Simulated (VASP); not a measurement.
# P: convergence, relaxation of the atoms

P, P1 (no. 1), 8 atoms in the cell. PBE, relaxation of the atoms; PAW potentials P (PBE set). VASP 6.6.1.

Wanted: energy within 1 meV/atom; two shortest distances of each atom within 0.01 Å.

POSCAR:
```
P
1.0
    1.6477431200     -5.4650377300      0.0000000000
    3.2954862500     10.9300754500      0.0000000000
    0.0000000000      0.0000000000      4.5436355900
P
8
Direct
    0.9150710000      0.0560250000      0.5901780000
    0.8798780000      0.5389590000      0.5919460000
    0.0897550000      0.4501290000      0.4130680000
    0.1107310000      0.9571130000      0.4158460000
    0.5902770000      0.1956740000      0.0777880000
    0.6170650000      0.7103520000      0.0806800000
    0.3982060000      0.2907540000      0.9076330000
    0.3990170000      0.8009930000      0.9228600000
```

The series start from Force threshold EDIFFG (eV/Å): -0.02; Electronic threshold EDIFF (eV): 1e-6; Relaxation method: conjugate gradient, POTIM 0.5; Mixing and least electronic steps: default. Each series keeps the choices made before it, and each single choice may use up half of a tolerance.

## Force threshold EDIFFG (eV/Å)

| Force threshold EDIFFG (eV/Å) | Energy less reference (meV/atom) | Two shortest distances of each atom, largest deviation (Å) | SCF iterations | Time (s) |
|---|---|---|---|---|
| -0.1 | 0.3 | 0.006 | 50 | 16 |
| -0.05 | 0.1 | 0.001 | 55 | 17 |
| -0.03 | 0.1 | 0.001 | 63 | 21 |
| -0.02 | 0.0 | 0.000 | 80 | 22 |
| -0.01 | 0.0 | 0.000 | 92 | 31 |
| -0.005 | 0.0 | 0.000 | 95 | 32 |
| -0.002 (reference) | 0.0 | 0.000 | 99 | 33 |

Chosen: -0.05, the loosest value from which every tighter one stays within half of the tolerance.

## Electronic threshold EDIFF (eV)

| Electronic threshold EDIFF (eV) | Energy less reference (meV/atom) | Two shortest distances of each atom, largest deviation (Å) | SCF iterations | Time (s) |
|---|---|---|---|---|
| 0.001 | 0.0 | 0.001 | 28 | 10 |
| 0.0001 | 0.0 | 0.000 | 34 | 12 |
| 1e-5 | 0.0 | 0.000 | 45 | 15 |
| 1e-6 | 0.0 | 0.000 | 55 | 17 |
| 1e-7 (reference) | 0.0 | 0.000 | 69 | 22 |

Chosen: 0.001.

## Relaxation method

| Relaxation method | Energy less reference (meV/atom) | Two shortest distances of each atom, largest deviation (Å) | SCF iterations | Time (s) |
|---|---|---|---|---|
| conjugate gradient, POTIM 0.5 | 0.0 | 0.000 | 28 | 10 |
| conjugate gradient, POTIM 0.2 | 0.0 | 0.001 | 33 | 13 |
| conjugate gradient, POTIM 1.0 | 0.0 | 0.001 | 34 | 12 |
| quasi-Newton, POTIM 0.5 | 0.1 | 0.002 | 22 | 7.9 |
| quasi-Newton, POTIM 0.3, 10 steps kept | 0.0 | 0.001 | 25 | 9.0 |
| quasi-Newton, POTIM 0.5, at least 5 electronic steps | 0.0 | 0.001 | 34 | 11 |
| damped dynamics, POTIM 0.2, SMASS 0.4 | -0.1 | 0.003 | 45 | 17 |
| damped dynamics, POTIM 0.4, SMASS 0.8 | 0.0 | 0.002 | 29 | 11 |
| velocity quench, POTIM 0.1 | 0.0 | 0.002 | 27 | 10 |

Chosen: quasi-Newton, POTIM 0.5; it saves 2.4 s of 10, so conjugate gradient, POTIM 0.5 would do nearly as well.

## Mixing and least electronic steps

| Mixing and least electronic steps | Energy less reference (meV/atom) | Two shortest distances of each atom, largest deviation (Å) | SCF iterations | Time (s) |
|---|---|---|---|---|
| default | 0.0 | 0.000 | 22 | 7.9 |
| MAXMIX 40 | -0.1 | 0.002 | 23 | 8.6 |
| NELMIN 4 | -0.1 | 0.002 | 29 | 9.7 |
| NELMIN 4, MAXMIX 40 | -0.1 | 0.002 | 29 | 9.7 |
| ALGO Fast | 0.0 | 0.001 | 24 | 8.5 |

Chosen: default; no other choice that stays within half of the tolerance saves 30 % of the time.

## All choices together

| Input | Energy less reference (meV/atom) | Two shortest distances of each atom, largest deviation (Å) | Time (s) |
|---|---|---|---|
| program defaults (naive) | 0.1 | 0.002 | 11 |
| chosen settings | 0.2 | 0.003 | 7.9 |
| reference settings throughout | 0.0 | 0.000 | 42 |

The tolerance is met.

## The input

INCAR:
```
PREC = Normal ; ENCUT = 300
EDIFF = 0.001 ; ISMEAR = 0
SIGMA = 0.05 ; LREAL = False
LASPH = True ; NELM = 100
ALGO = Normal ; LWAVE = False
LCHARG = False ; IBRION = 1
NSW = 150 ; ISIF = 2
EDIFFG = -0.05 ; POTIM = 0.5
KPAR = 8
```

KPOINTS:
```
k-points
0
Gamma
  5 3 4
```

Commands:
```
cat potpaw_PBE.64/P/POTCAR > POTCAR
mpirun -np 8 vasp_std > vasp.out
```

The naive input happens to agree within the tolerance here, in 11 s.

Limits: the start was distorted on purpose (atoms moved at random), so the space group given is the start's and not the crystal's.

The chosen input took VASP 6.6.1 7.9 s on 8 cores (AMD EPYC 9R45 (Zen 5)), a shared host.

## An input that fails: ionic step far too long

VASP's message: internal error in: us.F  at line: 1398 internal ERROR SETYLM_AUG: -45 39 1779 3 -46 38 38 If you are not a developer, you should not encounter this problem. Please submit a bug report.

Changes against the starting input:
```
- NELM = 100
- IBRION = 2
- NSW = 150
- POTIM = 0.5
+ NELM = 60
+ IBRION = 3
+ NSW = 30
+ POTIM = 5.0
+ SMASS = 0.4
```
